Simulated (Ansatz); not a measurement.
# SrTe: a single-point run

Wanted: a converged single-point run for SrTe, and a check of what comes out. The structure is shown as the input types it.

Computed with Ansatz 0.2.0 (density functional or hybrid calculation with the settings of its input, plane waves (as first typed), unless a step's input says otherwise).

1 further run of the same task is left out (for a known fault of the program).

### 1 Starting point

The structure is cubic, space group Fm-3m (No. 225). Conventional cell: a = 6.706 Å, b = 6.706 Å, c = 6.706 Å, α = 90.00°, β = 90.00°, γ = 90.00°. Sr (site symmetry m-3m) is surrounded by 6 Te at 3.35 Å. Te (site symmetry m-3m) is surrounded by 6 Sr at 3.35 Å.

Structure file:

```cif
data_structure
_symmetry_space_group_name_H-M 'P 1'
_symmetry_Int_Tables_number 1
_cell_length_a 4.7415
_cell_length_b 4.7415
_cell_length_c 4.7415
_cell_angle_alpha 60.000
_cell_angle_beta 60.000
_cell_angle_gamma 60.000
_cell_volume 75.38
loop_
_atom_site_label
_atom_site_type_symbol
_atom_site_fract_x
_atom_site_fract_y
_atom_site_fract_z
_atom_site_occupancy
Sr1 Sr 0.00000 0.00000 0.00000 1
Te1 Te 0.50000 0.50000 0.50000 1
```

### 2 The calculation

Contents of input.yaml:

```yaml
crystal:
  lattice:
    - [0.0, 3.352758202, 3.352758202]
    - [3.352758202, 0.0, 3.352758202]
    - [3.352758202, 3.352758202, 0.0]
  atoms:
    - { symbol: Sr, position: [0.0, 0.0, 0.0] }
    - { symbol: Te, position: [0.5, 0.5, 0.5] }
kpoints:
  mp_grid: { grid: [4, 4, 4] }
hamiltonian:
  xc: hse06
scf:
  occupations: { method: fixed }
  n_extra_bands: 4
  max_iter: 70
output:
  forces: true
  stress: true
  eigenvalues: true
basis:
  ecutwfc: 120
```

The run is started by

```bash
$ ansatz run input.yaml --threads 4 --pin off --max-ram 3686MiB --backend cpu --events-out ev --progress --plain --runs-dir out
```

What happens when this is run?

This run ends as converged, with warnings (cutoff below recommended, stress exchange threshold loose, stress scf threshold loose). Its log warns: «basis.ecutwfc = 120 eV is below the records' recommended 420 eV ...»

Look at the input: basis.ecutwfc is 120. With so few plane waves the basis is incomplete by a wide margin. The potentials' recommended cutoff is 420 eV.

The test: delete basis.ecutwfc (the default then holds).
